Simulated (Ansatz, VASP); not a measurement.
# MnS in VASP and in Ansatz

```
Mn S
1.0
     1.83000    1.05655    2.97092
    -1.83000    1.05655    2.97092
     0.00000   -2.11310    2.97092
Mn S
1 1
Direct
  0.00000 0.00000 0.00000
  0.50000 0.50000 0.50000
```

The cell is a database's computed one.

Alike in both runs: task single point; functional PBE; k mesh 9 × 9 × 9; occupations fermi-dirac, width 0.05 eV; collinear spin, ferromagnetic start.

```csv
,VASP,Ansatz
version,VASP 6.6.1,Ansatz 0.2.0
potentials or method,"VASP PAW PBE potentials, release 64 (Mn_pv, S)",Ansatz PAW
plane-wave cutoff (eV),520,420
valence electrons in the cell,19,21
```

|  | VASP | Ansatz | Ansatz less VASP |
| --- | --- | --- | --- |
| gap on the k mesh at the Fermi level (eV) | none | none | - |
| pressure (GPa) | -1.6 | -1.6 | 0.00 |
| largest component of the traceless stress (GPa) | 0.30 | 0.30 | 0.000 |
| net moment per atom (μB) | 2.33 | 2.33 | -0.001 |
| size of the moment on the site where the two differ most (μB) | 4.22 | 4.16 | -0.059 |

Site moments also hang on the region over which each program counts them. A gap of «none» marks a metal or a gap that the smearing closes. With one functional, cell and mesh, what is left measures potentials, basis and numerics. The two sets of potentials don't hold the same shells in valence.

Caveats: a cell with one magnetic atom can't hold antiferromagnetic order, which such compounds often take; semilocal functionals often make such compounds metallic where correlation or magnetic order opens a gap, which also shifts bond lengths. With open d or f shells a metallic result of PBE can be an artefact of self-interaction; +U or a hybrid may open a gap.
